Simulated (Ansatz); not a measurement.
# TiO2: sliding across a plane

This session takes TiO2 and sets out to slide the crystal rigidly across a (0 0 1) plane.

Computed with Ansatz 0.2.0 (DFT r2SCAN+U, scalar-relativistic, plane waves, PAW, unless a step's input says otherwise).

2 further runs of the same task are left out: 2 set aside as unsound or not needed. Runs told in other sessions of the task aren't counted.

## (1) The starting structure

Symmetry: I4_1/amd, No. 141, tetragonal system. Conventional cell: a = 3.797 Å, b = 3.797 Å, c = 9.660 Å, α = 90.00°, β = 90.00°, γ = 90.00°. Ti (site symmetry -4m2) is surrounded by 6 O at 1.95 to 1.99 Å. O (site symmetry 2mm) has 3 Ti at 1.95 to 1.99 Å in its first shell of neighbours.

Coordinates:

```
CELL_PARAMETERS angstrom
-2.68476 2.68476 0.02016
-2.68476 -2.68476 0.02016
0.07240 0.00000 9.65989
ATOMIC_POSITIONS crystal
Ti 0.00001 0.24999 0.12500
Ti 0.50001 0.74999 0.62500
Ti 0.49999 0.25001 0.37500
Ti 0.99999 0.75001 0.87500
O 0.00000 0.25001 0.33113
O 0.50000 0.75001 0.83113
O 0.50000 0.24999 0.16887
O 0.00000 0.74999 0.66887
O 0.49999 0.75000 0.41887
O 0.99999 0.25000 0.91887
O 0.00001 0.75000 0.08113
O 0.50001 0.25000 0.58113
```

It goes back to an entry of the Materials Project.

It is built from the cell relaxed beforehand with the same method (11.61 Å³/atom).

## (2) The reference cell

The cell is repeated 2 times, 12 atoms in all. Reference values: F = -14572.3620 eV; pressure 0.00 GPa; largest force 0.002 eV/Å; gap on the mesh 3.16 eV. It was computed beforehand with the settings of the runs below.

## (3) Setting up sliding across a plane

The cut lies on the cell's a–b face, a (0 0 1) plane of area 14.42 Å², between layers 1.57 Å apart (O below, O above); the cell is 9.7 Å thick. Vector c is tilted by f times 1·a − 1·b (length 5.370 Å) with the atoms' Cartesian places fixed: one unrelaxed fault per cell.

## (4) At f = 0.167

input.yaml reads:

```yaml
crystal:
  lattice:
    - [-2.6847585539, 2.6847645963, 0.0201584547]
    - [-2.6847585539, -2.6847645963, 0.0201584547]
    - [0.0724013517, 0.8951005164, 9.6598868036]
  atoms:
    - { symbol: Ti, position: [-0.1458573851, 0.3958573851, 0.875] }
    - { symbol: Ti, position: [0.4374926149, 0.8125073851, 0.375] }
    - { symbol: Ti, position: [0.4791573851, 0.2708426149, 0.125] }
    - { symbol: Ti, position: [0.8958073851, 0.8541926149, 0.625] }
    - { symbol: O, position: [-0.0135243165, 0.2635314786, 0.0811348886] }
    - { symbol: O, position: [0.4031256835, 0.8468814786, 0.5811348886] }
    - { symbol: O, position: [0.3468243165, 0.4031685214, 0.9188651114] }
    - { symbol: O, position: [0.9301743165, 0.8198185214, 0.4188651114] }
    - { symbol: O, position: [0.4718438932, 0.7781489447, 0.1688651114] }
    - { symbol: O, position: [0.8884938932, 0.3614989447, 0.6688651114] }
    - { symbol: O, position: [-0.1385438932, 0.8885510553, 0.8311348886] }
    - { symbol: O, position: [0.4448061068, 0.3052010553, 0.3311348886] }
basis:
  ecutwfc: 500
kpoints:
  mp_grid: { grid: [6, 6, 3] }
hamiltonian:
  xc: r2scan
  hubbard: { sites: [{ species: Ti, l: d, u_eff: 4.0 }] }
scf:
  occupations: { method: gaussian, width: 0.05 }
output:
  forces: true
  stress: true
  eigenvalues: true
```

Started as:

```console
$ ansatz run input.yaml --threads 2 --pin off --max-ram 5120MiB --backend cpu --events-out ev --progress --plain --runs-dir out
```

## (5) Point f = 0.333

input.yaml reads:

```yaml
crystal:
  lattice:
    - [-2.6847585539, 2.6847645963, 0.0201584547]
    - [-2.6847585539, -2.6847645963, 0.0201584547]
    - [0.0724013517, 1.7896640799, 9.6598868036]
  atoms:
    - { symbol: Ti, position: [-0.2916323851, 0.5416323851, 0.875] }
    - { symbol: Ti, position: [0.3750176149, 0.8749823851, 0.375] }
    - { symbol: Ti, position: [0.4583323851, 0.2916676149, 0.125] }
    - { symbol: Ti, position: [0.7916823851, 0.9583176149, 0.625] }
    - { symbol: O, position: [-0.027041389, 0.2770485511, 0.0811348886] }
    - { symbol: O, position: [0.306308611, 0.9436985511, 0.5811348886] }
    - { symbol: O, position: [0.193741389, 0.5562514489, 0.9188651114] }
    - { symbol: O, position: [0.860391389, 0.8896014489, 0.4188651114] }
    - { symbol: O, position: [0.4437109657, 0.8062818722, 0.1688651114] }
    - { symbol: O, position: [0.7770609657, 0.4729318722, 0.6688651114] }
    - { symbol: O, position: [-0.2770109657, 1.0270181278, 0.8311348886] }
    - { symbol: O, position: [0.3896390343, 0.3603681278, 0.3311348886] }
basis:
  ecutwfc: 500
kpoints:
  mp_grid: { grid: [6, 6, 3] }
hamiltonian:
  xc: r2scan
  hubbard: { sites: [{ species: Ti, l: d, u_eff: 4.0 }] }
scf:
  occupations: { method: gaussian, width: 0.05 }
output:
  forces: true
  stress: true
  eigenvalues: true
```

## (6) Point f = 0.500

input.yaml reads:

```yaml
crystal:
  lattice:
    - [-2.6847585539, 2.6847645963, 0.0201584547]
    - [-2.6847585539, -2.6847645963, 0.0201584547]
    - [0.0724013517, 2.6847645963, 9.6598868036]
  atoms:
    - { symbol: Ti, position: [-0.4374948851, 0.6874948851, 0.875] }
    - { symbol: Ti, position: [0.3125051149, 0.9374948851, 0.375] }
    - { symbol: Ti, position: [0.4374948851, 0.3125051149, 0.125] }
    - { symbol: Ti, position: [0.6874948851, 1.0625051149, 0.625] }
    - { symbol: O, position: [-0.0405665749, 0.290573737, 0.0811348886] }
    - { symbol: O, position: [0.2094334251, 1.040573737, 0.5811348886] }
    - { symbol: O, position: [0.0405665749, 0.709426263, 0.9188651114] }
    - { symbol: O, position: [0.7905665749, 0.959426263, 0.4188651114] }
    - { symbol: O, position: [0.4155611516, 0.8344316863, 0.1688651114] }
    - { symbol: O, position: [0.6655611516, 0.5844316863, 0.6688651114] }
    - { symbol: O, position: [-0.4155611516, 1.1655683137, 0.8311348886] }
    - { symbol: O, position: [0.3344388484, 0.4155683137, 0.3311348886] }
basis:
  ecutwfc: 500
kpoints:
  mp_grid: { grid: [6, 6, 3] }
hamiltonian:
  xc: r2scan
  hubbard: { sites: [{ species: Ti, l: d, u_eff: 4.0 }] }
scf:
  occupations: { method: gaussian, width: 0.05 }
output:
  forces: true
  stress: true
  eigenvalues: true
```

## (7) At f = 0.083

input.yaml reads:

```yaml
crystal:
  lattice:
    - [-2.6847585539, 2.6847645963, 0.0201584547]
    - [-2.6847585539, -2.6847645963, 0.0201584547]
    - [0.0724013517, 0.4472817817, 9.6598868036]
  atoms:
    - { symbol: Ti, position: [-0.0728823851, 0.3228823851, 0.875] }
    - { symbol: Ti, position: [0.4687676149, 0.7812323851, 0.375] }
    - { symbol: Ti, position: [0.4895823851, 0.2604176149, 0.125] }
    - { symbol: Ti, position: [0.9479323851, 0.8020676149, 0.625] }
    - { symbol: O, position: [-0.0067576668, 0.2567648289, 0.0811348886] }
    - { symbol: O, position: [0.4515923332, 0.7984148289, 0.5811348886] }
    - { symbol: O, position: [0.4234576668, 0.3265351711, 0.9188651114] }
    - { symbol: O, position: [0.9651076668, 0.7848851711, 0.4188651114] }
    - { symbol: O, position: [0.4859272435, 0.7640655944, 0.1688651114] }
    - { symbol: O, position: [0.9442772435, 0.3057155944, 0.6688651114] }
    - { symbol: O, position: [-0.0692272435, 0.8192344056, 0.8311348886] }
    - { symbol: O, position: [0.4724227565, 0.2775844056, 0.3311348886] }
basis:
  ecutwfc: 500
kpoints:
  mp_grid: { grid: [6, 6, 3] }
hamiltonian:
  xc: r2scan
  hubbard: { sites: [{ species: Ti, l: d, u_eff: 4.0 }] }
scf:
  occupations: { method: gaussian, width: 0.05 }
output:
  forces: true
  stress: true
  eigenvalues: true
```

## (8) Point f = 0.250

input.yaml reads:

```yaml
crystal:
  lattice:
    - [-2.6847585539, 2.6847645963, 0.0201584547]
    - [-2.6847585539, -2.6847645963, 0.0201584547]
    - [0.0724013517, 1.3423822982, 9.6598868036]
  atoms:
    - { symbol: Ti, position: [-0.2187448851, 0.4687448851, 0.875] }
    - { symbol: Ti, position: [0.4062551149, 0.8437448851, 0.375] }
    - { symbol: Ti, position: [0.4687448851, 0.2812551149, 0.125] }
    - { symbol: Ti, position: [0.8437448851, 0.9062551149, 0.625] }
    - { symbol: O, position: [-0.0202828527, 0.2702900148, 0.0811348886] }
    - { symbol: O, position: [0.3547171473, 0.8952900148, 0.5811348886] }
    - { symbol: O, position: [0.2702828528, 0.4797099852, 0.9188651114] }
    - { symbol: O, position: [0.8952828528, 0.8547099852, 0.4188651114] }
    - { symbol: O, position: [0.4577774294, 0.7922154084, 0.1688651114] }
    - { symbol: O, position: [0.8327774294, 0.4172154084, 0.6688651114] }
    - { symbol: O, position: [-0.2077774294, 0.9577845915, 0.8311348886] }
    - { symbol: O, position: [0.4172225705, 0.3327845915, 0.3311348886] }
basis:
  ecutwfc: 500
kpoints:
  mp_grid: { grid: [6, 6, 3] }
hamiltonian:
  xc: r2scan
  hubbard: { sites: [{ species: Ti, l: d, u_eff: 4.0 }] }
scf:
  occupations: { method: gaussian, width: 0.05 }
output:
  forces: true
  stress: true
  eigenvalues: true
```

(Steps that only read results are left out.)

Q: Predict the outcome of this session. Wanted: largest shear traction sampled.

As calculated:

| quantity | value |
| --- | --- |
| highest fault energy sampled | 4257 mJ/m² at f = 0.500 |
| largest shear traction sampled | 36.0 GPa |

In words: Of the points run, the one at f = 0.500 is highest, 4257 mJ/m². The values are for rigid blocks: relaxation normal to the plane would bring them down. The gap on the mesh stays between 1.54 and 3.16 eV.
